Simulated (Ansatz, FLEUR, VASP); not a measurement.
**One calculation of CdS, 4 ways**

```
Cd S
1.0
     4.15000    0.00000    0.00000
    -2.07500    3.59401    0.00000
     0.00000    0.00000    6.73700
Cd S
2 2
Direct
  0.66667 0.33333 0.50000
  0.33333 0.66667 0.00000
  0.66667 0.33333 0.87500
  0.33333 0.66667 0.37500
```

Alike in all runs: task band structure; functional LDA; k mesh 7 × 7 × 4; occupations fermi-dirac, width 0.05 eV; no spin polarisation; no spin-orbit coupling. LDA stands for any of its common fits. Pressure is positive in compression and, in plane waves, holds the error of the finite cutoff, which Ansatz's Pulay term estimates and takes out. Gaps are the smaller of the mesh's and the band path's.

| program and potentials | plane-wave cutoff (eV) | notes | band gap (eV) | pressure (GPa) | largest force (eV/Å) |
| --- | --- | --- | --- | --- | --- |
| Ansatz, Ansatz PAW | 420 | potentials made for PBE, which Ansatz adapts in part; 13 valence electrons an atom on average | 0.91 | -3.12 | 0.061 |
| Ansatz, all-electron LAPW, scalar-relativistic | - | - | 0.91 | -3.10 | 0.061 |
| VASP, LDA PAW files Cd, S, 520 eV | 520 | 9 valence electrons an atom on average | 0.94 | -2.67 | 0.063 |
| FLEUR, all-electron, FLAPW | - | - | 0.91 | - | - |

Force on atom 3 (S), eV/Å:

| program and potentials | x | y | z |
| --- | --- | --- | --- |
| Ansatz, Ansatz PAW | 0.000 | 0.000 | 0.061 |
| Ansatz, all-electron LAPW, scalar-relativistic | 0.000 | 0.000 | 0.061 |
| VASP, LDA PAW files Cd, S, 520 eV | 0.000 | 0.000 | 0.063 |

The band gap spans 0.91 (Ansatz, all-electron LAPW, scalar-relativistic) to 0.94 eV (VASP, LDA PAW files Cd, S, 520 eV), with all-electron results at 0.91. The pressure spans -3.12 (Ansatz, Ansatz PAW) to -2.67 GPa (VASP, LDA PAW files Cd, S, 520 eV), with all-electron results at -3.10.

The functional is the same throughout but for its coding, so the spread measures potentials, basis and numerics; runs on potential files found faulty are left out.

All four calculations place the gap of CdS far below the measured one. Because the all-electron results share this shortfall, it belongs to the functional rather than to the potentials. The gap separates mainly S 3p states from Cd 5s states. LDA lacks the derivative discontinuity, and it also sets the Cd 4d shell too high, so that p-d repulsion pushes the valence band edge upwards.

The negative pressures mean that the cell would contract, as expected from LDA's overbinding. Contraction would probably widen the gap somewhat, but not enough to repair it. The weaker tension in VASP may reflect its smaller Cd valence shell.

The force on S points away from its axial Cd neighbour. With the internal coordinate at its ideal value and the axial ratio slightly below ideal, the axial bond is shorter than the other three, and the force acts to lengthen it. This suggests a small internal relaxation within the wurtzite structure, not an instability of it.
